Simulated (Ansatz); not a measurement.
**BaTe: single point with PBE**

Crystal: BaTe.

```
Ba Te
1.0
     4.26247    0.00000    0.00000
     0.00000    4.26247    0.00000
     0.00000    0.00000    4.26247
Ba Te
1 1
Cartesian
  0.0000 0.0000 0.0000
  2.1312 2.1312 2.1312
```

The cell comes from a database or a generator and needn't be the stable form of this composition.

```json
{
  "Program": "Ansatz 0.2.0",
  "Task": "single point",
  "Functional": "PBE",
  "Potentials or basis": "Ansatz PAW",
  "Cutoff": "420 eV (not typed: the program's choice for these potentials)",
  "k mesh": "6 × 6 × 6",
  "Occupations": "fermi-dirac, width 0.05 eV",
  "Spin": "no spin polarisation"
}
```

* Pressure: -0.4 GPa
* Band gap on the k mesh: 0.88 eV, indirect (least direct gap 1.08 eV)

Levels at points of the mesh, in eV from the valence-band top:
```
              k point  band 9  band 10  band 11  band 12  band 13  band 14  band 15  band 16  band 17
   (0.00, 0.00, 0.00)  -13.04   -10.31    -0.35    -0.35    -0.35     0.88     0.88     2.44     4.63
  (0.00, 0.00, -0.50)  -12.99    -9.57    -3.30    -0.80    -0.80     1.68     4.37     4.95     5.01
 (0.00, -0.50, -0.50)  -12.96    -9.76    -1.98    -1.98     0.00     1.08     2.60     3.00     3.00
(-0.50, -0.50, -0.50)  -13.31    -9.39    -2.82    -2.82    -2.82     4.75     4.75     4.75     6.35
```

Wall time 1.4 s on 2 threads of Arm Neoverse V2, with other jobs on the host, peak memory 0.33 GiB.

Caveat: spin-orbit coupling is left out, which moves the levels of the heavy elements. A k mesh can miss the band edges.
